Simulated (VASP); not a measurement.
**Fe: single point with r2SCAN**

The system is Fe.

```
CELL_PARAMETERS angstrom
-1.44300 1.44300 1.44300
1.44300 -1.44300 1.44300
1.44300 1.44300 -1.44300
ATOMIC_POSITIONS crystal
Fe 0.00000 0.00000 0.00000
```

- Program: VASP 6.6.1
- Task: single point
- Functional: r2SCAN
- Potentials or basis: VASP PAW PBE potentials, release 64 (Fe)
- Cutoff: 520 eV
- k mesh: 13 × 13 × 13
- Occupations: fermi-dirac, width 0.05 eV
- Spin: collinear spin, ferromagnetic start
- Starting moments: [3.0] μB
- Further INCAR settings: ALGO = Normal; EDIFF = 1e-06

```
Pressure                                              : -4.3 GPa
Band gap on the k mesh                                : none (metal or under the smearing width)
Net moment                                            : 2.65 μB per cell
Site moments                                          : Fe +2.73 μB
Valence electrons inside the program's atomic spheres : Fe 7.16
```

Levels at points of the mesh, in eV from the Fermi level:
Spin up:
```
           k point  band 1  band 2  band 3  band 4  band 5  band 6  band 7  band 8  band 9  band 10
(0.00, 0.00, 0.00)   -8.41   -3.08   -3.08   -3.08   -1.92   -1.92   25.39   25.39   25.39    30.10
```
Spin down:
| k point | band 1 | band 2 | band 3 | band 4 | band 5 | band 6 |
| --- | --- | --- | --- | --- | --- | --- |
| (0.00, 0.00, 0.00) | -9.05 | 0.35 | 0.35 | 0.35 | 2.53 | 2.53 |

Wall time 58 s on 1 thread of Intel(R) Xeon(R) Platinum 8488C (Sapphire Rapids), with other jobs on the host, peak memory 0.13 GiB.

Caveat: the PAW data sets were made with another functional, which shifts forces and pressure a little.
